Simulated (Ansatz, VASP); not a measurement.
# One calculation of Ba, two programs

The input INCAR:

```
PREC = Accurate
ENCUT = 520
EDIFF = 1E-7
ISMEAR = -1
SIGMA = 0.1
LREAL = False
LASPH = True
NELM = 100
ALGO = Normal
ISIF = 2
LWAVE = False
LCHARG = False
GGA = PS
NBANDS = 22
```

KPOINTS

```
regular mesh
0
Gamma
  7 7 10
```

The input POSCAR:

```
Ba
1.0
    7.2577728962      0.0000000000      0.0000000000
   -3.6288864481      6.2854157030      0.0000000000
    0.0000000000      0.0000000000      4.3198900048
Ba
3
Direct
    0.0000000000      0.0000000000      1.0000000000
    0.3333333333      0.6666666667      0.5000000000
    0.6666666667      0.3333333333      0.5000000000
```

Input for Ansatz:

```yaml
crystal:
  lattice:
    - [7.2577728962, 0.0, 0.0]
    - [-3.6288864481, 6.285415703, 0.0]
    - [0.0, 0.0, 4.3198900048]
  atoms:
    - { symbol: Ba, position: [0.0, 0.0, 1.0] }
    - { symbol: Ba, position: [0.3333333333, 0.6666666667, 0.5] }
    - { symbol: Ba, position: [0.6666666667, 0.3333333333, 0.5] }
hamiltonian:
  xc: pbesol
  pseudopotentials:
    kind: paw
    azcp:
      Ba: "pseudopotentials/Ba.paw.azcp"
basis:
  ecutwfc: 420
  fft_grid_basis: typed
kpoints:
  mp_grid: { grid: [7, 7, 10], shift: [0, 0, 0] }
magnetization:
  spin_polarized: false
scf:
  occupations: { method: fermi_dirac, width: 0.1 }
output:
  stress: true
  write_density: true
  write_potential: true
  elf: true
  volumetric_format: npy
```

Alike in both runs: task single point; functional PBEsol; k mesh 7 × 7 × 10; occupations fermi-dirac, width 0.1 eV; no spin polarisation.

|  | VASP | Ansatz |
| --- | --- | --- |
| version | VASP 6.6.1 | Ansatz 0.2.0 |
| potentials or method | VASP PAW PBE potentials, release 64 (Ba_sv) | plane waves (420 eV) with PAW, scalar-relativistic |
| plane-wave cutoff (eV) | 520 | 420 |
| valence electrons in the cell | 30 | 30 |

|  | VASP | Ansatz | Ansatz less VASP |
| --- | --- | --- | --- |
| pressure (GPa) | -0.8 | -0.8 | -0.04 |

The functional is the same, so the differences come from potentials, cutoffs and numerics. Ansatz warned: «pseudo_functional_mismatch».

Caveats: the PAW data sets were made with another functional, which shifts forces and pressure a little (VASP). Spin-orbit coupling is left out, which matters for the levels of Ba.
